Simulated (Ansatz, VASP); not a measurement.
**C in VASP and in Ansatz**

```
CELL_PARAMETERS angstrom
-2.45873 0.00000 0.00000
-1.22937 -2.12933 0.00000
0.00000 0.00000 14.49161
ATOMIC_POSITIONS crystal
C 0.00000 0.00000 0.00125
C 0.00000 0.00000 0.50125
C 0.00000 0.00000 0.25125
C 0.00000 0.00000 0.75125
C 0.33333 0.33333 0.00125
C 0.33333 0.33333 0.50125
C 0.66667 0.66667 0.25125
C 0.66667 0.66667 0.75125
```

Alike in both runs: task single point; functional PBEsol; k mesh 18 × 18 × 3; occupations gaussian, width 0.15 eV; no spin polarisation.

|  | VASP | Ansatz |
| --- | --- | --- |
| version | VASP 6.6.1 | Ansatz 0.2.0 |
| potentials or method | VASP PAW PBE potentials, release 64 (C) | scalar-relativistic, plane waves, PAW |
| plane-wave cutoff (eV) | 520 | 520 |
| valence electrons in the cell | 32 | 32 |

Ansatz gave:

```
gap on the k mesh at the Fermi level (eV)       : none
pressure (GPa)                                  : 0.0
largest component of the traceless stress (GPa) : 0.02
```

Question: Estimate VASP's values.

Answer: gap on the k mesh at the Fermi level (eV): none; pressure (GPa): 0.7; largest component of the traceless stress (GPa): 0.73.

A gap of «none» marks a metal or a gap that the smearing closes. Ansatz warned: «pseudo_functional_mismatch».

Caveats: the PAW data sets were made with another functional, which shifts forces and pressure a little (VASP); this functional lacks dispersion, which binds the layers, so the pressure and a relaxed spacing across them are unreliable.
